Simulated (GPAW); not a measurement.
# MgS (F-43m) in GPAW: further runs, part 2 of 2

GPAW 26.7.0. The steps go on from the part before.

## (3) Dielectric tensor, PBEsol

The input, run.py:

```python
import numpy as np
from ase import Atoms
from ase.dft.bandgap import bandgap
from ase.io import write
from gpaw import GPAW, PW, setup_paths
from gpaw.response.df import DielectricFunction

setup_paths.insert(0, '.')

atoms = Atoms(['S', 'Mg'],
              cell=[[0.0, 2.8331200468, 2.8331200468],
                    [2.8331200468, 0.0, 2.8331200468],
                    [2.8331200468, 2.8331200468, 0.0]],
              scaled_positions=[[0.25, 0.25, 0.25],
                                [0.0, 0.0, 0.0]],
              pbc=True)

calc = GPAW(mode=PW(600),
            xc='PBEsol',
            kpts={'size': (7, 7, 7), 'gamma': True},
            occupations={'name': 'fermi-dirac', 'width': 0.001},
            nbands=16,
            convergence={'density': 1e-06},
            maxiter=150,
            txt='gpaw.txt')
atoms.calc = calc
energy = atoms.get_potential_energy()
calc.write('gs.gpw')
write('result.traj', atoms)
print(f'Energy: {energy:.6f} eV')
print('Fermi level:', round(calc.get_fermi_level(), 4), 'eV')
print(f'Gap: {bandgap(calc)[0]:.4f} eV, direct: {bandgap(calc, direct=True)[0]:.4f} eV')

for size in [(14, 14, 14), (20, 20, 20)]:
    name = 'x'.join(str(n) for n in size)
    dense = calc.fixed_density(kpts={'size': size, 'gamma': True},
                               nbands=34, convergence={'bands': 28, 'eigenstates': 1e-7},
                               update_fermi_level=True, txt=f'dense-{name}.txt')
    dense.write(f'{name}.gpw', mode='all')
    df = DielectricFunction(f'{name}.gpw', frequencies=np.array([0.0]), hilbert=False, eta=0.001,
                            ecut=80, nbands=28, intraband=False, txt=f'df-{name}.txt')
    for xc in ['RPA', 'LR0.1', 'LR0.3']:
        for direction in ['x', 'y', 'z', [0, 1, 1], [1, 0, 1], [1, 1, 0]]:
            e0, e = df.get_macroscopic_dielectric_constant(xc=xc, direction=direction)
            print(f'{name} {xc} {direction}: {e0:.4f} without, {e:.4f} with local fields')
```

Potentials or basis: PAW data sets generated in the run's folder for this functional, pw.

Run with:

```console
gpaw-setup -f PBEsol Mg S
OMP_NUM_THREADS=1 python run.py
```

gpaw.txt:

```text
__  _  _
 | _ |_)|_||  |
 |__||  | ||/\| - 26.7.0

Input parameters:
  mode=PW(ecut=600.0),
  convergence={'density': 1e-06},
  kpts=MonkhorstPack(size=(7, 7, 7), gamma=True),
  maxiter=150,
  nbands=16,
  occupations=Occupations(name='fermi-dirac', width=0.001),
  xc=XC(name='PBEsol')

Diagonalizing LCAO Hamiltonian
Converting LCAO to pw mode

           S

       Mg

Atoms  # Å, Bohr magnetons
|   | symbol |        x |        y |        z |    initial magnetic moments |
|---|--------|----------|----------|----------|-----------------------------|
| 0 |      S | 1.416560 | 1.416560 | 1.416560 | ( 0.0000,  0.0000,  0.0000) |
| 1 |     Mg | 0.000000 | 0.000000 | 0.000000 | ( 0.0000,  0.0000,  0.0000) |

Unit cell  # Å
| periodic |        x |        y |        z |  lengths |    angles |
|----------|----------|----------|----------|----------|-----------|
|      yes | 0.000000 | 2.833120 | 2.833120 | 4.006637 | 60.000000 |
|      yes | 2.833120 | 0.000000 | 2.833120 | 4.006637 | 60.000000 |
|      yes | 2.833120 | 2.833120 | 0.000000 | 4.006637 | 60.000000 |

Number of symmetries: 24
Symmetry operations  # r_c * U_cc + t_c -> r_c
|    | kind |            matrix            |
|----|------|------------------------------|
|  0 |  E   |  1, 0, 0,  0, 1, 0,  0, 0, 1 |
|  1 |  σ   |  1, 0, 0,  0, 0, 1,  0, 1, 0 |
|  2 |  σ   |  1, 0,-1,  0, 1,-1,  0, 0,-1 |
|  3 |  C3  |  1, 0,-1,  0, 0,-1,  0, 1,-1 |
|  4 |  C3  |  1,-1, 0,  0,-1, 1,  0,-1, 0 |
|  5 |  σ   |  1,-1, 0,  0,-1, 0,  0,-1, 1 |
|  6 |  σ   |  0, 1, 0,  1, 0, 0,  0, 0, 1 |
|  7 |  C3  |  0, 1, 0,  0, 0, 1,  1, 0, 0 |
|  8 |  C2  |  0, 1,-1,  1, 0,-1,  0, 0,-1 |
|  9 |  S4  |  0, 1,-1,  0, 0,-1,  1, 0,-1 |
| 10 |  C3  |  0, 0, 1,  1, 0, 0,  0, 1, 0 |
| 11 |  σ   |  0, 0, 1,  0, 1, 0,  1, 0, 0 |
| 12 |  S4  |  0, 0,-1,  1, 0,-1,  0, 1,-1 |
| 13 |  C3  |  0, 0,-1,  0, 1,-1,  1, 0,-1 |
| 14 |  S4  |  0,-1, 1,  1,-1, 0,  0,-1, 0 |
| 15 |  C2  |  0,-1, 1,  0,-1, 0,  1,-1, 0 |
| 16 |  C3  |  0,-1, 0,  1,-1, 0,  0,-1, 1 |
| 17 |  S4  |  0,-1, 0,  0,-1, 1,  1,-1, 0 |
| 18 |  S4  | -1, 1, 0, -1, 0, 1, -1, 0, 0 |
| 19 |  C3  | -1, 1, 0, -1, 0, 0, -1, 0, 1 |
| 20 |  C3  | -1, 0, 1, -1, 1, 0, -1, 0, 0 |
| 21 |  S4  | -1, 0, 1, -1, 0, 0, -1, 1, 0 |
| 22 |  σ   | -1, 0, 0, -1, 1, 0, -1, 0, 1 |
| 23 |  C2  | -1, 0, 0, -1, 0, 1, -1, 1, 0 |

BZ-sampling:
  Number of BZ points: 343
  Number of IBZ points: 20

  Monkhorst-Pack size: [7, 7, 7]
  Monkhorst-Pack shift: [0, 0, 0]

K-points  # in reciprocal-cell coordinates
|     |                                coordinates |     weight |
|-----|--------------------------------------------|------------|
|   0 | (  0.00000000,   0.00000000,   0.00000000) | 0.00291545 |
|   1 | (  0.14285714,   0.14285714,   0.00000000) | 0.01749271 |
|   2 | (  0.14285714,   0.14285714,   0.14285714) | 0.02332362 |
|   3 | (  0.28571429,   0.14285714,   0.14285714) | 0.03498542 |
[... 60 lines left out ...]
    valence: 10
    core:    2
    charge:  0.0  # [|e|]
    compensation charges:
      type: gauss
      rc: 0.33  # [Å]
      lmax: 2
    cutoffs:
      filter: 1.86  # [Å]
      core: 0.54  # [Å]
    projectors
    | kind |    occ | energy [eV] | rcut [Å] |
    |------|--------|-------------|----------|
    |   2s |  2.000 |     -79.588 |    1.090 |
    |   3s |  2.000 |      -4.679 |    1.090 |
    |   2p |  6.000 |     -46.550 |    1.085 |
    |   3p |  0.000 |      -1.306 |    1.085 |
    |    d |        |       0.000 |    1.037 |

    Using partial waves for Mg as LCAO basis

Reference energy: -16277.884661  # eV

eigensolver:
  PPCG
  Converge bands: occupied
  niter=2

density mixing:
  MSR1-Mixer
  Pratt-step length: 0.05
  Maximum mixing coefficient: 0.75
  Old densities: 10
  SVD Regularization: 0.005
  Good broyden scale: 1.0
  Trust region scale: 1.0
  Backstep threshold: 4.0
  History deletion threshold: 6.0
  Fourier metric: weight=20.0, sigma=0.015

occupation numbers:
  Fermi-Dirac:
    width: 0.0010  # eV

poisson solver:
  ecut: 4800.0  # eV

xc functional:
  name: PBEsol with 2 nearest neighbor stencil

convergence criteria:
- Maximum integral of absolute [dens]ity change: 1e-06 electrons / valence electron
- Maximum [total energy] change in last 3 cyles: 0.0005 eV / valence electron
- Maximum integral of absolute [eigenst]ate change: 4e-08 eV^2 / valence electron
maximum number of iterations: 150

SCF iterations
|iter     | |      energy | eigst |  dens |
|---------|-|-------------|-------|-------|
|iter:   1| |   -9.404474 | -0.04 |       |
|iter:   2| |   -9.321751 | -2.00 | -1.09 |
|iter:   3| |   -9.005420 | -1.62 | -1.13 |
|iter:   4| |   -9.009505 | -3.18 | -1.76 |
|iter:   5| |   -9.010635c| -3.73 | -2.19 |
|iter:   6| |   -9.010653c| -5.61 | -3.25 |
|iter:   7| |   -9.010656c| -6.71 | -3.67 |
|iter:   8| |   -9.010656c| -8.27c| -4.98 |
|iter:   9| |   -9.010656c| -8.60c| -5.45 |
|iter:  10| |   -9.010656c| -9.07c| -6.08c|

Converged in 10 steps
Energy contributions relative to reference atoms: (reference = -16277.884661)

Energy contributions:
  Kinetic:           7.001224
  Coulomb:          -6.451753
  Zero:              0.030433
  External:          0.000000
  Xc:               -9.590560
  Entropy:          -0.000000
  Spinorbit:         0.000000
  ----------------------------
  Free energy:      -9.010656
  Extrapolated:     -9.010656

dipole moment: (-10.792204, -10.792204, -10.792204)  # |e|*Ang

Fermi level: 2.699
Eigenvalues  # (at kpt = [0.000, 0.000, 0.000])
| band index |      eig [eV] | occ [0-2] |
|------------|---------------|-----------|
|          0 |       -71.876 |     2.000 |
|          1 |       -38.849 |     2.000 |
|          2 |       -38.849 |     2.000 |
|          3 |       -38.849 |     2.000 |
|          4 |        -9.573 |     2.000 |
|          5 |         1.690 |     2.000 |
[... 8 lines left out ...]
|         14 |        15.266 |     0.000 |
|         15 |        15.437 |     0.000 |

Gap: 3.283 eV
Transition (v -> c):
  (s=0, k=0, n=7, [0.00, 0.00, 0.00]) -> (s=0, k=0, n=8, [0.00, 0.00, 0.00])
No difference between direct/indirect transitions
# Writing to gs.gpw (mode='')
```

stdout:

```text
Energy: -9.010656 eV
Fermi level: 2.6985 eV
Gap: 3.2827 eV, direct: 3.2827 eV
14x14x14 RPA x: 4.5532 without, 3.8142 with local fields
14x14x14 RPA y: 4.5532 without, 3.8142 with local fields
14x14x14 RPA z: 4.5532 without, 3.8142 with local fields
[... 22 lines left out ...]
20x20x20 LR0.1 y: 4.5532 without, 3.8821 with local fields
20x20x20 LR0.1 z: 4.5532 without, 3.8821 with local fields
20x20x20 LR0.1 [0, 1, 1]: 4.5532 without, 3.8821 with local fields
20x20x20 LR0.1 [1, 0, 1]: 4.5532 without, 3.8821 with local fields
20x20x20 LR0.1 [1, 1, 0]: 4.5532 without, 3.8821 with local fields
20x20x20 LR0.3 x: 4.5532 without, 4.0284 with local fields
20x20x20 LR0.3 y: 4.5532 without, 4.0284 with local fields
20x20x20 LR0.3 z: 4.5532 without, 4.0284 with local fields
20x20x20 LR0.3 [0, 1, 1]: 4.5532 without, 4.0284 with local fields
20x20x20 LR0.3 [1, 0, 1]: 4.5532 without, 4.0284 with local fields
20x20x20 LR0.3 [1, 1, 0]: 4.5532 without, 4.0284 with local fields
```

df-14x14x14.txt:

```text
FrequencyGridDescriptor(from 0.000 to 0.000 eV, 1 points)
FrequencyGridDescriptor(from 0.000 to 0.000 eV, 1 points)

Calculating chi0 body with:
    Ground state adapter containing:
    Number of spins: 1
    Number of kpoints: 2744
    Number of irreducible kpoints: 104
    Number of completely occupied states: 8
    Number of partially occupied states: 8

    Linear response parametrization:
    q_c: [0.0, 0.0, 0.0]
    Number of frequency points: 1
[... 34 lines left out ...]

Integral kind: response function wings

Finished calculating chi0

Calculating LR kernel with alpha = 0.1
Calculating LR kernel with alpha = 0.1
Calculating LR kernel with alpha = 0.1
Calculating LR kernel with alpha = 0.1
Calculating LR kernel with alpha = 0.1
Calculating LR kernel with alpha = 0.1
Calculating LR kernel with alpha = 0.3
Calculating LR kernel with alpha = 0.3
Calculating LR kernel with alpha = 0.3
Calculating LR kernel with alpha = 0.3
Calculating LR kernel with alpha = 0.3
Calculating LR kernel with alpha = 0.3
```

It took 9 min on 1 thread of AMD EPYC 7R43 (Zen 3), shared host; peak memory 0.68 GiB.

Results:

```yaml
Free_energy: -9.0107 eV
Band_gap_on_the_k_mesh: 3.28 eV, direct
Electronic_dielectric_tensor_diagonal: 3.81
```

Electronic dielectric tensor:
```
3.81 0.00 0.00
0.00 3.81 0.00
0.00 0.00 3.81
```

Caveat: the long-wavelength limit can be off by a per cent or two. A k mesh can miss the band edges.

## (4) RPA correlation energy, LDA

The input, run.py:

```python
import numpy as np
from ase import Atoms
from ase.units import Bohr, Ha
from gpaw import GPAW, PW
from gpaw.hybrids.energy import non_self_consistent_energy
from gpaw.xc.rpa import RPACorrelation

atoms = Atoms(['S', 'Mg'],
              cell=[[0.0, 2.8331200468, 2.8331200468],
                    [2.8331200468, 0.0, 2.8331200468],
                    [2.8331200468, 2.8331200468, 0.0]],
              scaled_positions=[[0.25, 0.25, 0.25],
                                [0.0, 0.0, 0.0]],
              pbc=True)

for x in [0.94, 0.97, 1.0, 1.03, 1.06]:
    ecuts = np.array([128.0, 160.0, 200]) * x**(-2 / 3)  # the same plane waves at each volume
    a = atoms.copy()
    a.set_cell(atoms.cell * x**(1 / 3), scale_atoms=True)
    calc = GPAW(mode=PW(600),
                xc='LDA',
                kpts={'size': (3, 3, 3), 'gamma': True},
                occupations={'name': 'fermi-dirac', 'width': 0.001},
                nbands=16,
                convergence={'density': 1e-06},
                maxiter=150,
                txt=f'gs-{x:.2f}.txt')
    a.calc = calc
    dft = a.get_potential_energy(force_consistent=True)
    calc.write(f'gs-{x:.2f}.gpw')
    exx = non_self_consistent_energy(calc, 'EXX').sum()
    calc.diagonalize_full_hamiltonian(nbands=int(a.get_volume() / Bohr**3 * (ecuts[-1] / Ha)**1.5 * 2**0.5 / 3 / np.pi**2 * 1.15) + 30)
    calc.write(f'full-{x:.2f}.gpw', mode='all')
    ec = RPACorrelation(f'full-{x:.2f}.gpw', ecut=ecuts, nfrequencies=12, skip_gamma=False, txt=f'rpa-{x:.2f}.txt').calculate()
    slope, ec_inf = np.polyfit(ecuts**-1.5, ec, 1)
    print(f'V = {a.get_volume():.4f} A^3: DFT {dft:.5f}, EXX {exx:.5f}, correlation', *ec.round(5), f'extrapolated {ec_inf:.5f}, total {exx + ec_inf:.5f} eV', flush=True)
```

Potentials or basis: the program's PAW data sets (release 1.2.1) made for this functional, pw.

Run with:

```console
OMP_NUM_THREADS=1 python run.py
```

Log:

```text
Non-self-consistent RPA correlation energy

Atoms                          : MgS
Ground state XC functional     : LDA
Valence electrons              : 16
Number of bands                : 365
Number of spins                : 1
Number of k-points             : 27
Number of irreducible k-points : 4
Number of irreducible q-points : 4

    q: [0.0000 0.0000 0.0000] - weight: 0.037
    q: [0.3333 0.3333 0.6667] - weight: 0.444
    q: [0.3333 0.3333 0.0000] - weight: 0.222
    q: [0.3333 0.3333 0.3333] - weight: 0.296

Analytical coupling constant integration

Frequencies
    Gauss-Legendre integration with 12 frequency points
    Transformed from [0,oo] to [0,1] using e^[-aw^(1/B)]
    Highest frequency point at 800.0 eV and B=2.0

    G-vector decomposition        : 1

Response function bands : Equal to number of plane waves
Plane wave cutoffs (eV) : 133.390 166.738 208.423
No Coulomb truncation

# 0
q = [0.000 0.000 0.000]
E_cut = 133 eV / Bands = 169:
E_c(q) = -13.165 eV
E_cut = 166 eV / Bands = 181:
E_c(q) = -13.297 eV
E_cut = 208 eV / Bands = 283:
E_c(q) = -14.120 eV

# 1
q = [0.333 0.333 0.667]
E_cut = 133 eV / Bands = 142:
E_c(q) = -11.071 eV
E_cut = 166 eV / Bands = 212:
E_c(q) = -11.944 eV
E_cut = 208 eV / Bands = 284:
E_c(q) = -12.456 eV

# 2
q = [0.333 0.333 0.000]
E_cut = 133 eV / Bands = 153:
E_c(q) = -11.335 eV
E_cut = 166 eV / Bands = 218:
E_c(q) = -12.089 eV
E_cut = 208 eV / Bands = 302:
E_c(q) = -12.647 eV

# 3
q = [0.333 0.333 0.333]
E_cut = 133 eV / Bands = 153:
E_c(q) = -11.440 eV
E_cut = 166 eV / Bands = 205:
E_c(q) = -12.063 eV
E_cut = 208 eV / Bands = 290:
E_c(q) = -12.675 eV

==========================================================

Total correlation energy:
   133:   -11.3166 eV
   167:   -12.0616 eV
   208:   -12.6249 eV

Extrapolated energies:
   133 - 167:  -13.936 eV
   167 - 208:  -14.042 eV
```

gs-0.94.txt:

```text
__  _  _
 | _ |_)|_||  |
 |__||  | ||/\| - 26.7.0

Input parameters:
  mode=PW(ecut=600.0),
  convergence={'density': 1e-06},
  kpts=MonkhorstPack(size=(3, 3, 3), gamma=True),
  maxiter=150,
  nbands=16,
  occupations=Occupations(name='fermi-dirac', width=0.001),
  xc=XC(name='LDA')

Diagonalizing LCAO Hamiltonian
[... 205 lines left out ...]
|          0 |       -71.058 |     2.000 |
|          1 |       -38.507 |     2.000 |
|          2 |       -38.507 |     2.000 |
|          3 |       -38.507 |     2.000 |
|          4 |        -9.412 |     2.000 |
|          5 |         2.046 |     2.000 |
[... 8 lines left out ...]
|         14 |        15.883 |     0.000 |
|         15 |        15.997 |     0.000 |

Gap: 3.448 eV
Transition (v -> c):
  (s=0, k=0, n=7, [0.00, 0.00, 0.00]) -> (s=0, k=0, n=8, [0.00, 0.00, 0.00])
No difference between direct/indirect transitions
# Writing to gs-0.94.gpw (mode='')

Matrix size: 1430x1430
# Writing to full-0.94.gpw (mode='all')
```

Wall time 9.1 min (1 thread of AMD EPYC 7R43 (Zen 3), shared host); peak memory 0.67 GiB.

The run converged, but some of its settings lie outside the range that counts as converged, so its numbers aren't taken as properties of the crystal.

Results:

* Equilibrium volume: 21.63 Å³/atom
* Bulk modulus: 79 GPa
* Pressure derivative of the bulk modulus: 5.7 (rough: it moves with the points fitted)

Caveat: the k mesh is coarse (spacing up to 0.64 Å⁻¹), so the values aren't converged; the long-wavelength limit can be off by a per cent or two; the response cutoff is short for absolute correlation energies.
